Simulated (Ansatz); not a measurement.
# Transmission past a defect: Ir wire along [110], 2 atoms a period, Pt in place of one Ir

Aim: how much does this defect scatter, and at which energies?

Method: DFT PBE, plane waves, PAW; relaxation of a wire's period, in the first sound run; inputs show where later runs differ, in Ansatz 0.2.0.

Most raw output is cut from this account.

## (1) The starting structure

The cell holds 2 atoms: 2 Ir. Cell: a = 8.735 Å, b = 8.168 Å, c = 2.737 Å, α = 90.0°, β = 90.0°, γ = 90.0°. Vacuum lies along a and b. The structure's axis is c.

## (2) Relaxation of atoms and period

Band widths follow the bond lengths, so the wire is relaxed first. The atoms and the third cell vector are free; the box across stays fixed as vacuum. Moments are seeded so that a magnetic state can form if it lies lower. A Fermi-Dirac smearing is set since the result may be a metal. The pressure printed is a third of the stress's trace over the whole box, vacuum included; only the stress along the axis is relaxed.

File input.yaml:

```yaml
crystal:
  lattice:
    - [8.735, 0.0, 0.0]
    - [0.0, 8.168, 0.0]
    - [0.0, 0.0, 2.7365032432]
  atoms:
    - { symbol: Ir, position: [0.389238695, 0.41625857, 0.0], spin: 0.8 }
    - { symbol: Ir, position: [0.610761305, 0.583772236, 0.5], spin: 0.8 }
magnetization:
  spin_polarized: true
kpoints:
  mp_grid: { grid: [1, 1, 30] }
scf:
  occupations: { method: fermi_dirac, width: 0.05 }
hamiltonian:
  xc: pbe
relax:
  cell: { fix: [a, b, alpha, beta, gamma] }
  max_steps: 60
```

Started as:

```
ansatz run input.yaml --threads 4 --pin off --max-ram 16384MiB --backend cpu --events-out ev --progress --plain --runs-dir out
```

Run time: 37 s. Hardware: 4 threads of Arm Neoverse V1, shared host; peak memory 0.52 GiB.

The steps of the relaxation:

```
step  energy less that of the first step (eV)  largest force component (eV/Å)  pressure (GPa)  volume (Å³)
   1                                   0.0000                          2.3160           -4.64       195.24
   2                                  -0.6696                          1.2872            0.22       190.00
   3                                  -0.8733                          0.4053           -1.02       180.48
   4                                  -0.9071                          0.1708            0.03       175.53
   5                                  -0.9026                          0.1923            0.66       172.08
   6                                  -0.9118                          0.0250           -0.08       174.29
   7                                  -0.9119                          0.0046           -0.01       174.16
   8                                  -0.9119                          0.0033           -0.01       174.16
   9                                  -0.9102                          0.1701           -0.30       174.22
  10                                  -0.9119                          0.0038           -0.02       174.18
  11                                  -0.9116                          0.0745           -0.16       174.27
  12                                  -0.9119                          0.0045           -0.02       174.18
 13*                                  -0.9089                          0.0047           -0.01       174.18
```

Relaxation steps marked * repeat the geometry before them on a plane-wave basis chosen anew for their cell, so energy and pressure can jump there. Relaxation steps 5, 9, 11 were tried and not accepted.

The run keeps the 4 symmetry operations that it works with, so distortions that break them were not tested.

```
cell as run  before  after   change
      c (Å)   2.737  2.441  -10.8 %
```

The atoms that moved most (Å, along periodic axes as changes of fractional coordinates times the final cell, across vacuum about the mean position):

```
atom      dx      dy     dz  length
 Ir1   0.037   0.066  0.000   0.076
 Ir2  -0.037  -0.066  0.000   0.076
```

The relaxed structure:

```cif
data_structure
_symmetry_space_group_name_H-M 'P 1'
_symmetry_Int_Tables_number 1
_cell_length_a 8.7350
_cell_length_b 8.1680
_cell_length_c 2.4414
_cell_angle_alpha 90.000
_cell_angle_beta 90.000
_cell_angle_gamma 90.000
_cell_volume 174.18
loop_
_atom_site_label
_atom_site_type_symbol
_atom_site_fract_x
_atom_site_fract_y
_atom_site_fract_z
_atom_site_occupancy
Ir1 Ir 0.39350 0.42434 0.00000 1
Ir2 Ir 0.60650 0.57569 0.50000 1
```

Numbers from this step:

- energy at zero smearing: -23864.6840 eV
- total moment: 1.346 μB
- absolute moment: 1.355 μB
- cell length along the wire: 2.441 Å

Site moment by atom:

```
atom  site moment (μB)
 Ir1             0.517
 Ir2             0.517
```

The cell's length comes to 2.441 Å with an absolute moment of 1.36 μB a cell.

## (3) The wire at its relaxed period

This step: DFT PBE, plane waves, PAW; channels and complex bands of a perfect wire (Ansatz 0.2.0).

At the relaxed period the Bloch states of the perfect wire are found at each energy: those that move forward count the open channels, and those that decay describe how a disturbance dies away inside the wire itself. An energy step of 0.035 eV is under the 0.039 eV that the program asks for its thermal average at 300 K.

input.yaml, the sections that differ from step 2:

```yaml
crystal:
  lattice:
    - [8.735, 0.0, 0.0]
    - [0.0, 8.168, 0.0]
    - [0.0, 0.0, 2.4413515355]
  atoms:
    - { symbol: Ir, position: [0.393497795, 0.424336134, 0.0], spin: 0.52 }
    - { symbol: Ir, position: [0.606502205, 0.575694672, 0.5], spin: 0.52 }
kpoints:
  mp_grid: { grid: [1, 1, 33] }
output:
  transmission:
    e_range: [-1.26, 1.26]
    de: 0.035
    kmesh: [1, 1]
    reduced_basis: true
    leads: [[0, 0]]
basis:
  ecutwfc: "350 eV"
# magnetization, scf, hamiltonian: as in step 2
# relax: removed
```

It took 40 s on 4 threads; peak memory 0.59 GiB.

This step gave:

* energy at zero smearing: -23864.6680 eV
* total moment: 1.445 μB
* absolute moment: 1.454 μB
* channels at the energy nearest the Fermi level, spin up: 7
* channels at the energy nearest the Fermi level, spin down: 9
* conductance of the lead as this run defines it: 7.979 G₀
* band gap: 0 eV

Table of open channels of the lead by energy, zero at the Fermi level:

```
energy (eV)  spin up  spin down
      -1.26        7          5
      -1.19        8          5
      -1.08        8          7
      -1.01        8          7
      -0.91        8          7
      -0.84        7          7
      -0.73        6          8
      -0.67        8          8
      -0.56        8          8
      -0.49        9          7
      -0.39        9          7
      -0.32        7          7
      -0.21        7          8
      -0.14        7          8
      -0.04        7          9
       0.00        7          9
       0.04        7          9
       0.14        7          7
       0.21        7          7
       0.32        5          7
       0.39        5          7
       0.49        5          7
       0.56        5          7
       0.67        5          5
       0.73        4          5
       0.84        4          5
       0.91        4          5
       1.01        4          5
       1.08        4          5
       1.19        4          4
       1.26        3          4
```

Spin up; the slowest values at each energy, most degenerate partners merged, listed up to 1.5 1/Å. The Im kz of the slowest decaying states by energy, zero at the Fermi level:

```
energy (eV)  decay 1 (Å⁻¹)  decay 2 (Å⁻¹)  decay 3 (Å⁻¹)  decay 4 (Å⁻¹)
     -1.190          0.194          0.723           1.07           1.23
     -1.015          0.151          0.616           1.04           1.21
     -0.805         0.0170         0.0841          0.344           1.01
     -0.595         0.0333          0.358          0.985           1.16
     -0.385          0.325          0.956           1.14           1.15
     -0.210          0.265          0.309          0.932           1.12
      0.000          0.380          0.467          0.905           1.10
      0.210          0.458          0.559          0.879           1.07
      0.385          0.137          0.509          0.615          0.859
      0.595          0.204          0.560          0.669          0.837
      0.805         0.0986          0.252          0.601          0.712
      1.015          0.174          0.290          0.637          0.749
      1.190          0.213          0.318          0.663          0.776
```

Spin down; the slowest values at each energy, most degenerate partners merged, listed up to 1.5 1/Å. Table of Im kz of the slowest decaying states by energy, zero at the Fermi level:

```
energy (eV)  decay 1 (Å⁻¹)  decay 2 (Å⁻¹)  decay 3 (Å⁻¹)  decay 4 (Å⁻¹)
     -1.190         0.0858          0.277          0.476          0.932
     -1.085          0.259          0.417          0.904           1.10
     -1.015          0.246          0.372          0.884           1.09
     -0.910          0.225          0.287          0.852           1.08
     -0.805          0.153          0.201          0.818           1.06
     -0.700          0.176          0.779           1.05           1.19
     -0.595          0.149          0.736           1.03           1.17
     -0.490         0.0129          0.117          0.686           1.02
     -0.385         0.0404         0.0741          0.624           1.01
     -0.315         0.0140         0.0449          0.573          0.996
     -0.210         0.0407          0.205          0.455          0.982
     -0.105         0.0109          0.346          0.967           1.12
      0.000          0.345          0.953           1.11           1.12
      0.105          0.333          0.939           1.09           1.11
      0.210          0.176          0.309          0.925           1.08
      0.315          0.263          0.265          0.911           1.07
      0.385          0.206          0.306          0.903           1.06
      0.490          0.312          0.359          0.889           1.05
      0.595          0.400          0.402          0.877           1.03
      0.700         0.0745          0.439          0.461          0.864
      0.805          0.130          0.471          0.509          0.852
      0.910          0.167          0.499          0.548          0.841
      1.015          0.196          0.525          0.582          0.830
      1.085          0.213          0.541          0.602          0.823
      1.190         0.0999          0.236          0.562          0.630
```

Site moment by atom:

```
atom  site moment (μB)
 Ir1             0.552
 Ir2             0.552
```

By hand: the program gives 8.6650 × 10^14 S/m² over the cell's cross-section of 71.35 Å² = 7.135 × 10^-19 m², so one cell conducts 6.182 × 10^-4 S. Divided by G0 = 2e²/h = 7.748 × 10^-5 S this is 7.98 G0, a resistance of 1.62 kΩ.

At the computed energy nearest the Fermi level there are 7 spin-up and 9 spin-down channels, and the thermal average gives 7.98 G₀.

## (4) Relaxing the junction

This step: DFT PBE, plane waves, PAW; relaxation of a junction in a wire, ends held (Ansatz 0.2.0).

System of this step: Ir wire along [110], 2 atoms a period, Pt in place of one Ir. The cell holds 18 atoms: 17 Ir and 1 Pt. Its edges and angles: a = 8.735 Å, b = 8.168 Å, c = 21.972 Å, α = 90.0°, β = 90.0°, γ = 90.0°. Regions: held atoms, 12 atoms (12 Ir); free atoms, 6 atoms (5 Ir and 1 Pt). Vacuum lies along a and b. The structure's axis is c.

6 atoms at the defect are free to relax, while 12 stay where the perfect wire has them, so that the ends still repeat as a lead. The cutoff is set under the files' recommended one to save time.

File input.yaml:

```yaml
crystal:
  lattice:
    - [8.735, 0.0, 0.0]
    - [0.0, 8.168, 0.0]
    - [0.0, 0.0, 21.9721638199]
  atoms:
    - { symbol: Ir, position: [0.393497795, 0.424336134, 0.0], spin: 0.52 }
    - { symbol: Ir, position: [0.606502205, 0.575694672, 0.055555556], spin: 0.52 }
    - { symbol: Ir, position: [0.393497795, 0.424336134, 0.111111111], spin: 0.52 }
    - { symbol: Ir, position: [0.606502205, 0.575694672, 0.166666667], spin: 0.52 }
    - { symbol: Ir, position: [0.393497795, 0.424336134, 0.222222222], spin: 0.52 }
    - { symbol: Ir, position: [0.606502205, 0.575694672, 0.277777778], spin: 0.52 }
    - { symbol: Ir, position: [0.393497795, 0.424336134, 0.333333333], spin: 0.52 }
    - { symbol: Ir, position: [0.606502205, 0.575694672, 0.388888889], spin: 0.52 }
    - { symbol: Pt, position: [0.393497795, 0.424336134, 0.444444444], spin: 0.6 }
    - { symbol: Ir, position: [0.606502205, 0.575694672, 0.5], spin: 0.52 }
    - { symbol: Ir, position: [0.393497795, 0.424336134, 0.555555556], spin: 0.52 }
    - { symbol: Ir, position: [0.606502205, 0.575694672, 0.611111111], spin: 0.52 }
    - { symbol: Ir, position: [0.393497795, 0.424336134, 0.666666667], spin: 0.52 }
    - { symbol: Ir, position: [0.606502205, 0.575694672, 0.722222222], spin: 0.52 }
    - { symbol: Ir, position: [0.393497795, 0.424336134, 0.777777778], spin: 0.52 }
    - { symbol: Ir, position: [0.606502205, 0.575694672, 0.833333333], spin: 0.52 }
    - { symbol: Ir, position: [0.393497795, 0.424336134, 0.888888889], spin: 0.52 }
    - { symbol: Ir, position: [0.606502205, 0.575694672, 0.944444444], spin: 0.52 }
magnetization:
  spin_polarized: true
kpoints:
  mp_grid: { grid: [1, 1, 2] }
scf:
  occupations: { method: fermi_dirac, width: 0.1 }
hamiltonian:
  xc: pbe
relax:
  constraints: [{ sites: [0, 1, 2, 3, 4, 5, 12, 13, 14, 15, 16, 17] }]
  f_tol: 0.06
  max_steps: 35
basis:
  ecutwfc: "350 eV"
```

The job ended after 6.4 min (4 threads; peak memory 3.3 GiB; 25 min of CPU time).

Relaxation path:

```
step  energy less that of the first step (eV)  largest force component (eV/Å)
   1                                   0.0000                          0.9613
   2                                  -0.1257                          0.3291
   3                                  -0.1681                          0.3578
   4                                  -0.2938                          0.5176
   5                                  -0.6055                          0.6662
   6                                  -0.9011                          0.6282
   7                                  -1.0991                          0.4541
   8                                  -1.3121                          0.4359
   9                                  -1.5197                          0.4236
  10                                  -1.6146                          0.3319
  11                                  -1.7170                          0.3971
  12                                  -1.7937                          0.2183
  13                                  -1.7922                          0.2156
  14                                  -1.8030                          0.0715
  15                                  -1.8030                          0.0831
  16                                  -1.8050                          0.0169
```

Relaxation steps 13, 15 were tried and not accepted.

The atoms that moved most (Å):

```
atom      dx      dy      dz  length
Ir11   0.622  -0.569   0.134   0.854
 Ir8  -0.705   0.357  -0.083   0.795
 Ir7   0.521  -0.504  -0.003   0.725
Ir12  -0.515   0.364  -0.204   0.663
 Pt9  -0.089  -0.290   0.112   0.323
Ir10  -0.043  -0.139  -0.203   0.250
```

Numbers from this step:

```
energy at zero smearing : -215372.4566 eV
total moment            : 6.441 μB
absolute moment         : 7.501 μB
```

Site moment by atom:

```
atom  site moment (μB)
 Ir1             0.556
 Ir2             0.564
 Ir3             0.527
 Ir4             0.411
 Ir5             0.275
 Ir6             0.135
 Ir7             0.025
 Ir8             0.032
 Pt9            -0.014
Ir10            -0.052
Ir11            -0.140
Ir12            -0.159
Ir13             0.111
Ir14             0.390
Ir15             0.464
Ir16             0.554
Ir17             0.569
Ir18             0.549
```

The largest force component on a free atom ends at 0.017 eV/Å, under the limit of 0.06. Pt ends nearest to Ir at 2.53 Å, Ir at 2.58 Å, Ir at 2.64 Å and Ir at 2.66 Å. 4 atoms of the wire itself, hydrogen apart, moved by over 0.45 Å, up to 0.85 Å.

[end of part 1 of 2]

[Logs are printed without paths, hosts, clocks, repeated set-up lines and the standing remarks that a program may print on its own settings, such as how far it seeks lower states.]

[Hosts, paths, dates, database ids (printed as entryN), source tags and the programs' standing remarks are cut or masked in the printed files.]
